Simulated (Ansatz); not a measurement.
# PbO2 (Fm-3m) in Ansatz: reference runs

Aim: a first look at PbO2 with PBE, on the cell as given and on a disturbed one, then over a range of volumes.

All numbers are computed with Ansatz 0.2.0; they aren't measurements. Logs are shortened: lines on timing, memory, paths and dates and some standing lists are left out, and cuts for length are marked.

### Step 1. The crystal as given

It takes space group Fm-3m (No. 225, cubic). Conventional cell: a = 5.404 Å, b = 5.404 Å, c = 5.404 Å, α = 90.00°, β = 90.00°, γ = 90.00°. Around Pb (site symmetry m-3m) lie 8 O at 2.34 Å. O (site symmetry -43m) is surrounded by 4 Pb at 2.34 Å.

The cell comes from a database or a generator and needn't be the stable form of this composition.

### Step 2. Single point, PBE

File input.yaml:

```yaml
crystal:
  lattice:
    - [0.0, 2.701992, 2.701992]
    - [2.701992, 0.0, 2.701992]
    - [2.701992, 2.701992, 0.0]
  atoms:
    - { symbol: Pb, position: [0.0, 0.0, 0.0] }
    - { symbol: O, position: [0.75, 0.75, 0.75] }
    - { symbol: O, position: [0.25, 0.25, 0.25] }
hamiltonian:
  xc: pbe
  pseudopotentials: { kind: paw }
kpoints:
  mp_grid: { grid: [9, 9, 9] }
scf:
  occupations: { method: fermi_dirac, width: 0.05 }
output:
  forces: true
  stress: true
  eigenvalues: true
```

Potentials or basis: Ansatz PAW.

Launch:

```sh
$ ansatz run input.yaml --threads 2 --pin off --max-ram 5120MiB --backend cpu --events-out ev --progress --plain --runs-dir out
```

Output:

```text
Warning: RAYON_NUM_THREADS=2 ignored (pool sized by the plan → 2); use --threads N
Engine: ansatz 0.2.0, aarch64-unknown-linux-gnu
Pseudopotentials: kind: paw
Pseudopotential: Pb, paw, valence charge 14, recommended cutoff 420 eV (normal), Pb.paw.azcp
Pseudopotential: O, paw, valence charge 6, recommended cutoff 420 eV (normal), O.paw.azcp
Functional definition: PBE
  parameter kappa = 0.804
  parameter beta = 0.06672455060314922
  exchange = pbe_x(kappa = kappa, mu = beta*pi^2/3)
  correlation = pbe_c(beta = beta)
Crystal: 3 atoms, lattice volume = 39.453 Å³
Basis set: ecut = 420 eV, 749 PW (Γ), exchange–correlation on 54×54×54 points (8 copies of the dense FFT grid, shifted against one another)
Bands: 17, of which v1, the nominal top of the filled ones, is band 13 counted from 1 (12 counted from 0)
Symmetry: 48 space group operations
Space group: Fm-3m (ITA 225), of the structure as read, at distance tolerance 3.4e-5 Å
k-points: 35 of 729
Non-local potential: Pb, projectors of the file, l = 0: 2, l = 1: 2, l = 2: 2, l = 3: 2
Non-local potential: O, projectors of the file, l = 0: 2, l = 1: 2, l = 2: 1
PAW form: soft (Blöchl's): semilocal exchange-correlation on the pseudo side does not see the compensation charge
PAW one-centre angular grid: Pb, 590 points (default); XC on 64 Gauss nodes
PAW one-centre angular grid: O, 110 points (default); XC on 64 Gauss nodes
Initial density: superposition of atomic densities (neutral atoms: chi_scale 0, normalization atom), corrected by the library's trained network
Initial wavefunctions: pseudopotential atomic-orbital guess
Functional: x = pbe(κ = 0.804, μ = 0.2195149727645171), c = pbe(β = 0.06672455060314922)
SCF iter   1: F=—  HF=-13038.405020 eV  |F-HF|=—  |Δ(HF+E_count)|=         —  Δρ=2.34e-3  dr2=2.02e-3  ethr=1.77e-3  ⟨swp⟩=6.1  Hψ=3159  notcnv=0
preconditioner: auto → none  [insulator: Δε(μ)=0.581 eV  Ē_g=16.685 eV  σ=0.050 eV  W_gap=0.73  n_scr=14 (ndim 8)  ℏωp=30.1 eV  f_vac=0.058  D(μ)=0.67/eV (n_scr^D=0)  ε∞_Penn≈4.3]
SCF iter   2: F=—  HF=-13038.402508 eV  |F-HF|=—  |Δ(HF+E_count)|=   2.51e-3  Δρ=1.01e-3  dr2=1.31e-4  ethr=7.78e-6  ⟨swp⟩=2.1  Hψ=1472  notcnv=0
SCF iter   3: F=—  HF=-13038.402689 eV  |F-HF|=—  |Δ(HF+E_count)|=   1.81e-4  Δρ=4.51e-4  dr2=2.38e-5  ethr=5.05e-7  ⟨swp⟩=2.4  Hψ=1059  notcnv=0
SCF iter   4: F=—  HF=-13038.402744 eV  |F-HF|=—  |Δ(HF+E_count)|=   5.49e-5  Δρ=7.46e-5  dr2=1.21e-6  ethr=9.16e-8  ⟨swp⟩=2.3  Hψ=908  notcnv=0
SCF iter   5: F=—  HF=-13038.402745 eV  |F-HF|=—  |Δ(HF+E_count)|=   2.96e-7  Δρ=3.27e-5  dr2=4.02e-7  ethr=4.64e-9  ⟨swp⟩=2.0  Hψ=1053  notcnv=0
SCF iter   6: F=-13038.402744 eV  HF=-13038.402745 eV  |F-HF|=4.25e-8  |Δ(HF+E_count)|=   9.40e-8  Δρ=1.14e-5  dr2=5.16e-8  ethr=3.85e-10  ⟨swp⟩=4.5  Hψ=2861  notcnv=0
SCF 1 converged in 6 iterations: F = -13038.402744 eV  dr2 = 5.16e-8
SCF converged after 6 iterations
Free energy (F): -13038.402744 eV
Harris-Foulkes:  -13038.402745 eV  (|F-HF|=4.25e-8)
Internal energy: -13038.396838 eV  (E = F + TS)
E sigma→0 (E₀):  -13038.399791 eV
Entropy (-TS):   -0.005906 eV (-1.969 meV/atom)
Fermi energy:    9.627777 eV
--- Per-component energies (eV) ---
  E_band       = -5.545707
  E_kinetic    = 638.652112
  E_local      = -1506.812436  (includes V_loc(G=0)·N_el)
  E_nonlocal   = 451.346133
  E_hartree    = 574.513885
  E_xc         = -363.427992
  E_vxc        = -315.195700  (∫ρ·V_xc dr)
  E_paw        = -10732.069199  (= ΣΔE_a)
  E_vpaw       = -422.565268  (= ΣTr[D̂ρ^β])
  E_aug_tail   = 0.004845  (compensation charges beyond the density's cutoff)
  E_ewald      = -2100.604185
  E_smearing   = -0.005906  (= −TS)
  E_closure    = 0.000000  (closes the sum)
  Σ components = -13038.402744   (vs F -13038.402744, Δ=0.00e0)
--- Forces (eV/Å), atoms counted from 1 ---
  atom   1  Pb    -0.00000000     0.00000000     0.00000000
  atom   2  O      0.00000000     0.00000000    -0.00000000
  atom   3  O     -0.00000000    -0.00000000     0.00000000
  max |Σ_I F_I| component: 9.25e-18 eV/Å
--- Stress (GPa, compression-positive) ---
        0.399895      -0.000000      -0.000000
       -0.000000       0.399895      -0.000000
        0.000000       0.000000       0.399895
  P = ⅓ Tr σ = 0.3999 GPa (3.999 kbar)
--- Band table (eV; the first three rows and the last of 35) ---
  k-point 0: bands = ["-8.8647", "-6.0597", "-6.0407", "-6.0407", "-6.0407", "-5.8082", "-5.8082", "6.9229", "7.6709", "7.6709", "7.6709", "8.4339", "8.4339", "8.4339", "16.6420", "16.6420", "16.6420"]
  k-point 1: bands = ["-8.7661", "-6.6487", "-6.0260", "-6.0260", "-5.8092", "-5.8092", "-5.4396", "5.9859", "7.4529", "7.5659", "7.5659", "8.4143", "8.4143", "9.4276", "16.3896", "16.8949", "16.8949"]
  k-point 2: bands = ["-8.5169", "-7.1146", "-5.9951", "-5.9951", "-5.8048", "-5.8048", "-4.9485", "4.6872", "7.0799", "7.3196", "7.3196", "8.3560", "8.3560", "10.6893", "16.2084", "17.5677", "17.5677"]
  k-point 34: bands = ["-7.8757", "-7.8113", "-5.8808", "-5.7986", "-5.7882", "-5.0782", "-4.7380", "1.6815", "4.9639", "6.7474", "7.3916", "9.2116", "9.5791", "11.8709", "17.6051", "18.5469", "19.1287"]
```

Wall time 0.99 s (2 threads of Arm Neoverse V1, shared host); peak memory 0.3 GiB.

What came out:

| Quantity | Value |
| --- | --- |
| Free energy | -13038.4027 eV |
| Pressure | 0.4 GPa |
| Band gap on the k mesh | none (metal or under the smearing width) |

Caveat: the pressure holds a Pulay correction of +0.6 GPa for the finite cutoff. The run has no spin-orbit coupling, so splittings on Pb are missing.

### Step 3. Single point, PBE (atoms moved at random, drawn with an rms of 0.05 Å)

File input.yaml:

```yaml
crystal:
  lattice:
    - [0.0, 2.701992, 2.701992]
    - [2.701992, 0.0, 2.701992]
    - [2.701992, 2.701992, 0.0]
  atoms:
    - { symbol: Pb, position: [-0.003892, 0.001979, 0.005363] }
    - { symbol: O, position: [0.74542, 0.746861, 0.741954] }
    - { symbol: O, position: [0.237996, 0.27224, 0.241215] }
hamiltonian:
  xc: pbe
  pseudopotentials: { kind: paw }
kpoints:
  mp_grid: { grid: [9, 9, 9] }
scf:
  occupations: { method: fermi_dirac, width: 0.05 }
output:
  forces: true
  stress: true
  eigenvalues: true
  write_density: true
  write_potential: true
  elf: true
  volumetric_format: npy
```

Potentials or basis: Ansatz PAW.

Launch:

```sh
$ ansatz run input.yaml --threads 2 --pin off --max-ram 5120MiB --backend cpu --events-out ev --progress --plain --runs-dir out
```

Output:

```text
Warning: RAYON_NUM_THREADS=2 ignored (pool sized by the plan → 2); use --threads N
[... 9 set-up lines as earlier in the session ...]
Crystal: 3 atoms, lattice volume = 39.453 Å³
Basis set: ecut = 420 eV, 749 PW (Γ), exchange–correlation on 54×54×54 points (8 copies of the dense FFT grid, shifted against one another)
Bands: 17, of which v1, the nominal top of the filled ones, is band 13 counted from 1 (12 counted from 0)
Symmetry: 1 space group operations
Space group: P1 (ITA 1), of the structure as read, at distance tolerance 3.4e-5 Å
k-points: 365 of 729 (time reversal used)
[... 8 set-up lines as earlier in the session ...]
SCF iter   1: F=—  HF=-13038.377951 eV  |F-HF|=—  |Δ(HF+E_count)|=         —  Δρ=2.37e-3  dr2=2.06e-3  ethr=1.77e-3  ⟨swp⟩=6.1  Hψ=33225  notcnv=0
preconditioner: auto → none  [insulator: Δε(μ)=0.511 eV  Ē_g=16.685 eV  σ=0.050 eV  W_gap=0.62  n_scr=14 (ndim 8)  ℏωp=30.1 eV  f_vac=0.057  D(μ)=0.67/eV (n_scr^D=0)  ε∞_Penn≈4.3]
SCF iter   2: F=—  HF=-13038.375605 eV  |F-HF|=—  |Δ(HF+E_count)|=   2.35e-3  Δρ=1.01e-3  dr2=1.34e-4  ethr=7.94e-6  ⟨swp⟩=2.1  Hψ=15355  notcnv=0
SCF iter   3: F=—  HF=-13038.375790 eV  |F-HF|=—  |Δ(HF+E_count)|=   1.85e-4  Δρ=5.32e-4  dr2=5.55e-5  ethr=5.15e-7  ⟨swp⟩=2.0  Hψ=10232  notcnv=0
SCF iter   4: F=—  HF=-13038.375934 eV  |F-HF|=—  |Δ(HF+E_count)|=   1.45e-4  Δρ=1.29e-3  dr2=7.28e-4  ethr=2.13e-7  ⟨swp⟩=2.2  Hψ=11020  notcnv=0
SCF iter   5: F=—  HF=-13038.375843 eV  |F-HF|=—  |Δ(HF+E_count)|=   9.17e-5  Δρ=1.52e-4  dr2=8.29e-6  ethr=2.13e-7  ⟨swp⟩=2.2  Hψ=10968  notcnv=0
SCF iter   6: F=—  HF=-13038.375841 eV  |F-HF|=—  |Δ(HF+E_count)|=   1.69e-6  Δρ=2.41e-5  dr2=1.97e-7  ethr=3.19e-8  ⟨swp⟩=2.0  Hψ=8095  notcnv=0
SCF iter   7: F=-13038.375841 eV  HF=-13038.375841 eV  |F-HF|=2.97e-9  |Δ(HF+E_count)|=   3.22e-8  Δρ=3.76e-6  dr2=2.97e-9  ethr=3.85e-10  ⟨swp⟩=10.8  Hψ=46800  notcnv=0
SCF 1 converged in 7 iterations: F = -13038.375841 eV  dr2 = 2.97e-9
SCF converged after 7 iterations
Free energy (F): -13038.375841 eV
Harris-Foulkes:  -13038.375841 eV  (|F-HF|=2.97e-9)
Internal energy: -13038.369948 eV  (E = F + TS)
E sigma→0 (E₀):  -13038.372894 eV
Entropy (-TS):   -0.005893 eV (-1.964 meV/atom)
Fermi energy:    9.629834 eV
--- Per-component energies (eV) ---
  E_band       = -5.605184
  E_kinetic    = 638.758348
  E_local      = -1508.367080  (includes V_loc(G=0)·N_el)
  E_nonlocal   = 451.355167
  E_hartree    = 575.221092
  E_xc         = -363.455990
  E_vxc        = -315.231878  (∫ρ·V_xc dr)
  E_paw        = -10732.072292  (= ΣΔE_a)
  E_vpaw       = -422.566031  (= ΣTr[D̂ρ^β])
  E_aug_tail   = 0.004829  (compensation charges beyond the density's cutoff)
  E_ewald      = -2099.814021
  E_smearing   = -0.005893  (= −TS)
  E_closure    = 0.000000  (closes the sum)
  Σ components = -13038.375841   (vs F -13038.375841, Δ=0.00e0)
--- Forces (eV/Å), atoms counted from 1 ---
  atom   1  Pb    -0.06104054    -0.29708286     0.09918341
  atom   2  O      0.38032777     0.02468198     0.19014789
  atom   3  O     -0.31928436     0.27240177    -0.28933012
  max |Σ_I F_I| component: 2.88e-6 eV/Å
--- Stress (GPa, compression-positive) ---
        0.887740      -0.184040       0.054709
       -0.184040       0.615479      -0.464611
        0.054710      -0.464611       0.748700
  P = ⅓ Tr σ = 0.7506 GPa (7.506 kbar)
--- Band table (eV; the first three rows and the last of 365) ---
  k-point 0: bands = ["-8.8815", "-6.2594", "-6.0452", "-6.0385", "-5.8403", "-5.8116", "-5.8097", "6.9248", "7.6444", "7.6590", "7.6780", "8.2704", "8.4862", "8.5534", "16.4978", "16.6123", "16.8767"]
  k-point 1: bands = ["-8.7833", "-6.6812", "-6.0336", "-6.0203", "-5.8128", "-5.8108", "-5.4069", "5.9851", "7.4407", "7.5147", "7.5992", "8.3465", "8.4923", "9.4318", "16.3784", "16.7501", "17.1009"]
  k-point 2: bands = ["-8.5354", "-7.1295", "-6.0026", "-5.9895", "-5.8086", "-5.8059", "-4.9345", "4.6889", "7.0731", "7.1920", "7.4283", "8.3550", "8.3778", "10.6856", "16.2015", "17.3736", "17.7973"]
  k-point 364: bands = ["-8.2265", "-7.3359", "-5.9596", "-5.8710", "-5.7688", "-5.6504", "-4.6945", "2.9349", "6.1741", "6.5256", "7.1484", "8.4034", "8.5601", "12.0866", "16.8891", "18.6883", "19.5951"]
```

rho_z.tsv:

```text
# z_ang	rho[e/angstrom^3]
# format = ansatz-planar-average/11
# lattice	0.000000000	2.701992000	2.701992000
# lattice	2.701992000	0.000000000	2.701992000
# lattice	2.701992000	2.701992000	0.000000000
# sites	3
# site	82	0.019838025	0.003974630	-0.005168911
# site	8	4.022766219	4.018872649	4.032131324
# site	8	1.387351302	1.294824288	1.378653590
0.000000	1.039533e0
0.141526	1.036002e0
0.283051	1.001980e0
0.424577	9.580824e-1
0.566103	9.144939e-1
0.707628	8.657665e-1
[... 19 lines left out ...]
3.538142	9.396785e-1
3.679668	1.002694e0
```

Run time: 19 s. Hardware: 2 threads of Arm Neoverse V1, shared host; peak memory 0.52 GiB.

What came out:

| Quantity | Value |
| --- | --- |
| Free energy | -13038.3758 eV |
| Pressure | 0.8 GPa |
| Largest force | 0.510 eV/Å |
| Band gap on the k mesh | none (metal or under the smearing width) |

Forces on the atoms (eV/Å):
```
Pb  -0.061 -0.297  0.099
O    0.380  0.025  0.190
O   -0.319  0.272 -0.289
```

Levels at points of the mesh, in eV from the Fermi level:
| k point | band 10 | band 11 | band 12 | band 13 | band 14 | band 15 | band 16 | band 17 |
| --- | --- | --- | --- | --- | --- | --- | --- | --- |
| (0.00, 0.00, 0.00) | -1.97 | -1.95 | -1.36 | -1.14 | -1.08 | 6.87 | 6.98 | 7.25 |

Caveat: the pressure holds a Pulay correction of +0.6 GPa for the finite cutoff. Spin-orbit coupling is left out, which matters for the levels of Pb.

### Step 4. Single point, PBE, 12.36 Å³/atom (volume scaled by 0.94)

File input.yaml:

```yaml
crystal:
  lattice:
    - [0.0, 2.6468338291, 2.6468338291]
    - [2.6468338291, 0.0, 2.6468338291]
    - [2.6468338291, 2.6468338291, 0.0]
  atoms:
    - { symbol: Pb, position: [0.0, 0.0, 0.0] }
    - { symbol: O, position: [0.75, 0.75, 0.75] }
    - { symbol: O, position: [0.25, 0.25, 0.25] }
hamiltonian:
  xc: pbe
  pseudopotentials: { kind: paw }
kpoints:
  mp_grid: { grid: [9, 9, 9] }
scf:
  occupations: { method: fermi_dirac, width: 0.05 }
output:
  forces: true
  stress: true
  eigenvalues: true
```

Launch:

```sh
$ ansatz run input.yaml --threads 2 --pin off --max-ram 5120MiB --backend cpu --events-out ev --progress --plain --runs-dir out
```

Wall time 0.97 s (2 threads of Arm Neoverse V1, shared host); peak memory 0.3 GiB.

Results (log left out):

```yaml
Free_energy: -13038.3287 eV
Pressure: 10.1 GPa
Band_gap_on_the_k_mesh: none (metal or under the smearing width)
```

Caveat: the pressure holds a Pulay correction of +0.7 GPa for the finite cutoff.

### Step 5. Single point, PBE, 12.63 Å³/atom (volume scaled by 0.96)

Edit input.yaml of step 4 so:

```diff
@@ -2,5 +2,5 @@
   lattice:
-    - [0.0, 2.6468338291, 2.6468338291]
-    - [2.6468338291, 0.0, 2.6468338291]
-    - [2.6468338291, 2.6468338291, 0.0]
+    - [0.0, 2.6654741181, 2.6654741181]
+    - [2.6654741181, 0.0, 2.6654741181]
+    - [2.6654741181, 2.6654741181, 0.0]
   atoms:
@@ -20 +20,5 @@
   eigenvalues: true
+  write_density: true
+  write_potential: true
+  elf: true
+  volumetric_format: npy
```

Launch:

```sh
$ ansatz run input.yaml --threads 2 --pin off --max-ram 5120MiB --backend cpu --events-out ev --progress --plain --runs-dir out
```

Run time: 1.2 s. Hardware: 2 threads of Arm Neoverse V1, shared host; peak memory 0.3 GiB.

The run converged. Its results:

```
Free energy            : -13038.3698 eV
Pressure               : 6.5 GPa
Band gap on the k mesh : none (metal or under the smearing width)
```

Caveat: the pressure holds a Pulay correction of +0.6 GPa for the finite cutoff.

### Step 6. Single point, PBE, 12.89 Å³/atom (volume scaled by 0.98)

Edit input.yaml of step 5 so:

```diff
@@ -2,5 +2,5 @@
   lattice:
-    - [0.0, 2.6654741181, 2.6654741181]
-    - [2.6654741181, 0.0, 2.6654741181]
-    - [2.6654741181, 2.6654741181, 0.0]
+    - [0.0, 2.6838572791, 2.6838572791]
+    - [2.6838572791, 0.0, 2.6838572791]
+    - [2.6838572791, 2.6838572791, 0.0]
   atoms:
```

Potentials or basis: Ansatz PAW.

Launch:

```sh
$ ansatz run input.yaml --threads 2 --pin off --max-ram 5120MiB --backend cpu --events-out ev --progress --plain --runs-dir out
```

Wall time 1.3 s (2 threads of Arm Neoverse V1, shared host); peak memory 0.3 GiB.

The run converged. Its results:

```yaml
Free_energy: -13038.3938 eV
Pressure: 3.3 GPa
Band_gap_on_the_k_mesh: none (metal or under the smearing width)
```

Caveat: the pressure holds a Pulay correction of +0.6 GPa for the finite cutoff.

### Step 7. Single point, PBE, 13.15 Å³/atom

Edit input.yaml of step 6 so:

```diff
@@ -2,5 +2,5 @@
   lattice:
-    - [0.0, 2.6838572791, 2.6838572791]
-    - [2.6838572791, 0.0, 2.6838572791]
-    - [2.6838572791, 2.6838572791, 0.0]
+    - [0.0, 2.701992, 2.701992]
+    - [2.701992, 0.0, 2.701992]
+    - [2.701992, 2.701992, 0.0]
   atoms:
@@ -20,5 +20 @@
   eigenvalues: true
-  write_density: true
-  write_potential: true
-  elf: true
-  volumetric_format: npy
```

Launch:

```sh
$ ansatz run input.yaml --threads 2 --pin off --max-ram 5120MiB --backend cpu --events-out ev --progress --plain --runs-dir out
```

Run time: 0.96 s. Hardware: 2 threads of Arm Neoverse V1, shared host; peak memory 0.3 GiB.

The run converged. Its results:

```
Free energy            : -13038.4027 eV
Pressure               : 0.4 GPa
Band gap on the k mesh : none (metal or under the smearing width)
```

Caveat: the pressure holds a Pulay correction of +0.6 GPa for the finite cutoff.

### Step 8. Single point, PBE, 13.41 Å³/atom (volume scaled by 1.02)

Edit input.yaml of step 7 so:

```diff
@@ -2,5 +2,5 @@
   lattice:
-    - [0.0, 2.701992, 2.701992]
-    - [2.701992, 0.0, 2.701992]
-    - [2.701992, 2.701992, 0.0]
+    - [0.0, 2.7198865082, 2.7198865082]
+    - [2.7198865082, 0.0, 2.7198865082]
+    - [2.7198865082, 2.7198865082, 0.0]
   atoms:
@@ -20 +20,5 @@
   eigenvalues: true
+  write_density: true
+  write_potential: true
+  elf: true
+  volumetric_format: npy
```

Launch:

```sh
$ ansatz run input.yaml --threads 2 --pin off --max-ram 5120MiB --backend cpu --events-out ev --progress --plain --runs-dir out
```

It took 1.2 s on 2 threads of Arm Neoverse V1, shared host; peak memory 0.31 GiB.

Results (log left out):

```
Free energy            : -13038.3982 eV
Pressure               : -2.2 GPa
Band gap on the k mesh : none (metal or under the smearing width)
```

Caveat: the pressure holds a Pulay correction of +0.6 GPa for the finite cutoff.

### Step 9. Single point, PBE, 13.68 Å³/atom (volume scaled by 1.04)

Edit input.yaml of step 8 so:

```diff
@@ -2,5 +2,5 @@
   lattice:
-    - [0.0, 2.7198865082, 2.7198865082]
-    - [2.7198865082, 0.0, 2.7198865082]
-    - [2.7198865082, 2.7198865082, 0.0]
+    - [0.0, 2.7375486038, 2.7375486038]
+    - [2.7375486038, 0.0, 2.7375486038]
+    - [2.7375486038, 2.7375486038, 0.0]
   atoms:
```

Potentials or basis: Ansatz PAW.

Launch:

```sh
$ ansatz run input.yaml --threads 2 --pin off --max-ram 5120MiB --backend cpu --events-out ev --progress --plain --runs-dir out
```

Wall time 1.3 s (2 threads of Arm Neoverse V1, shared host); peak memory 0.31 GiB.

Results (log left out):

```yaml
Free_energy: -13038.3821 eV
Pressure: -4.4 GPa
Band_gap_on_the_k_mesh: none (metal or under the smearing width)
```

Caveat: the pressure holds a Pulay correction of +0.6 GPa for the finite cutoff.

### Step 10. Single point, PBE, 13.94 Å³/atom (volume scaled by 1.06)

File input.yaml:

```yaml
crystal:
  lattice:
    - [0.0, 2.7549856893, 2.7549856893]
    - [2.7549856893, 0.0, 2.7549856893]
    - [2.7549856893, 2.7549856893, 0.0]
  atoms:
    - { symbol: Pb, position: [0.0, 0.0, 0.0] }
    - { symbol: O, position: [0.75, 0.75, 0.75] }
    - { symbol: O, position: [0.25, 0.25, 0.25] }
hamiltonian:
  xc: pbe
  pseudopotentials: { kind: paw }
kpoints:
  mp_grid: { grid: [9, 9, 9] }
scf:
  occupations: { method: fermi_dirac, width: 0.05 }
output:
  forces: true
  stress: true
  eigenvalues: true
```

Launch:

```sh
$ ansatz run input.yaml --threads 2 --pin off --max-ram 5120MiB --backend cpu --events-out ev --progress --plain --runs-dir out
```

It took 1 s on 2 threads of Arm Neoverse V1, shared host; peak memory 0.3 GiB.

Results (log left out):

```yaml
Free_energy: -13038.3552 eV
Pressure: -6.4 GPa
Band_gap_on_the_k_mesh: none (metal or under the smearing width)
```

Caveat: the pressure holds a Pulay correction of +0.6 GPa for the finite cutoff.

### Step 11. Equation of state, PBE

No new run: the results of the series are fitted here.

What came out:

```yaml
Equilibrium_volume: 13.19 Å³/atom
Bulk_modulus: 134 GPa
Pressure_derivative_of_the_bulk_modulus: 5.0
```

Energy against volume, from the lowest point:
```tsv
volume (Å³/atom)	energy (meV/atom)
12.362	24.67
12.625	10.98
12.888	2.98
13.151	0.00
13.414	1.50
13.677	6.89
13.940	15.85
```

Spin-orbit coupling is left out, which matters for the levels of Pb.

### Step 12. Overview

```tsv
task	cell	gap on the mesh (eV)	pressure (GPa)
single point	as given	none	0.4
single point	atoms moved at random, drawn with an rms of 0.05 Å	none	0.8
equation of state	as given	-	-
```

Alike in all rows: level PBE; potentials or basis Ansatz PAW; no spin polarisation; k mesh 9 × 9 × 9; cutoff (eV) 420; smearing fermi-dirac 0.05 eV.

Total energies depend on the potentials used, so only differences within one code and one set of settings carry meaning.
